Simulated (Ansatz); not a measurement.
**CdSe: a prediction, then the measurements**

Theory: Ansatz 0.2.0, DFT PBE, scalar-relativistic, plane waves, PAW.

Plane waves to 420 eV, a k mesh through Γ of 10×10×10 on the computed 2-atom cell and Gaussian smearing (0.02 eV); no spin polarisation.

Relaxed structure:

```cif
data_structure
_symmetry_space_group_name_H-M 'F-43m'
_symmetry_Int_Tables_number 216
_cell_length_a 6.1968
_cell_length_b 6.1968
_cell_length_c 6.1968
_cell_angle_alpha 90.000
_cell_angle_beta 90.000
_cell_angle_gamma 90.000
_cell_volume 237.96
loop_
_atom_site_label
_atom_site_type_symbol
_atom_site_symmetry_multiplicity
_atom_site_Wyckoff_symbol
_atom_site_fract_x
_atom_site_fract_y
_atom_site_fract_z
_atom_site_occupancy
Cd1 Cd 4 a 0.00000 0.00000 0.00000 1
Se1 Se 4 d 0.25000 0.25000 0.75000 1
```

| Item | Value |
| --- | --- |
| Space group | F-43m (No. 216) |
| Volume per atom | 200.7 bohr³ |
| Formation energy from the elements' standard states (uncorrected) | -0.633 eV/atom |
| Kohn–Sham band gap | 0.49 eV, direct at Γ |
| Orbital (Löwdin) character of the top 1 eV of the valence band | Se 4p 91 % |
| Orbital (Löwdin) character of the lowest 1 eV of the conduction band | Cd 5s 54 %, Se 4p 29 %, Se 4s 15 % |
| Electron masses at the edge by direction of the standard setting (m_e; one valley, along these axes only; no spin-orbit coupling) | x: 0.054; y: 0.054; z: 0.054 |
| Hole masses at the edge by direction of the standard setting (m_e; one valley, along these axes only; no spin-orbit coupling) | x: 0.73, 0.73, 0.056; y: 0.73, 0.73, 0.056; z: 0.73, 0.73, 0.056 |
| Bulk modulus | 45 GPa |
| Its pressure derivative | 4.7 |
| Bader charge by site (e) | Cd (1 in the cell) 0.72, Se (1 in the cell) -0.72 |

**Against measurements.**

Measured lattice constant a of CdSe: 6.05 Å (300 K; a printed reference work (data compilation)). This calculation gives 6.197 Å (+2.4 %). The calculation is for 0 K without zero-point motion.

It was relaxed from a Materials Project cell. Kohn–Sham gaps at this level usually fall short of measured ones. Löwdin shares on free-atom orbitals overweight diffuse shells in the empty bands.
